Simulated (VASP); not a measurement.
Wanted: the native input for a VASP 6.6.1 run.

| Item | Value |
| --- | --- |
| Task | relaxation of cell and atoms |
| Functional | LDA |
| Potentials or basis | VASP PAW LDA potentials, release 64 (Hf_pv, O) |
| Cutoff | 600 eV |
| k mesh | 6 × 6 × 4 |
| Occupations | fermi-dirac, width 0.05 eV |
| Spin | no spin polarisation |
| Further INCAR settings | ALGO = Normal; EDIFF = 1e-06; IBRION = 2; EDIFFG = -0.005; NSW = 40; ISIF = 3 |

The structure of HfO2 lies in POSCAR:

```
HfO2
1.0
    3.6043260000      0.0000000000      0.0000000000
    0.0000000000      3.6043260000      0.0000000000
    0.0000000000      0.0000000000      5.2635560000
Hf O
2 4
Direct
    0.5000000000      0.5000000000      0.5000000000
    0.0000000000      0.0000000000      0.0000000000
    0.0000000000      0.5000000000      0.6932930000
    0.5000000000      0.0000000000      0.8067070000
    0.5000000000      0.0000000000      0.3067070000
    0.0000000000      0.5000000000      0.1932930000
```

Measurements of this composition are mostly on another form, of space group No. 14.

The input as run:

INCAR

```
PREC = Accurate ; ENCUT = 600
EDIFF = 1E-6 ; ISMEAR = -1
SIGMA = 0.05 ; LREAL = F
LASPH = T ; NELM = 60
ALGO = Normal ; ISIF = 3
LWAVE = F ; LCHARG = F
IBRION = 2 ; NSW = 40
EDIFFG = -0.005 ; KPAR = 8
```

KPOINTS

```
Automatic mesh
0
Gamma
  6 6 4
```

Potentials or basis: VASP PAW LDA potentials, release 64 (Hf_pv, O).

Run with:

```bash
$ cat potpaw_LDA.64/Hf_pv/POTCAR potpaw_LDA.64/O/POTCAR > POTCAR
$ mpirun -np 8 vasp_std > vasp.out
```

It gave:

The relaxed volume is 10.49 Å³/atom, the relaxed cell is a = 3.524 Å, b = 3.524 Å, c = 5.070 Å, α = 90.00°, β = 90.00°, γ = 90.00° and the space group after relaxing (to 0.05 Å) is P4_2/nmc (No. 137). The energy gained by relaxing is 46.7 meV/atom. The ionic steps are 20, the pressure after relaxing is 0.0 GPa and the band gap on the k mesh is 4.51 eV, indirect (least direct gap 4.64 eV).

Caveat: spin-orbit coupling is left out, which moves the levels of the heavy elements.

Wall time 2.4 min on 8 MPI ranks on Intel(R) Xeon(R) Platinum 8259CL CPU @ 2.50GHz (Skylake/Cascade Lake) (shared host), peak memory 0.23 GiB a rank.
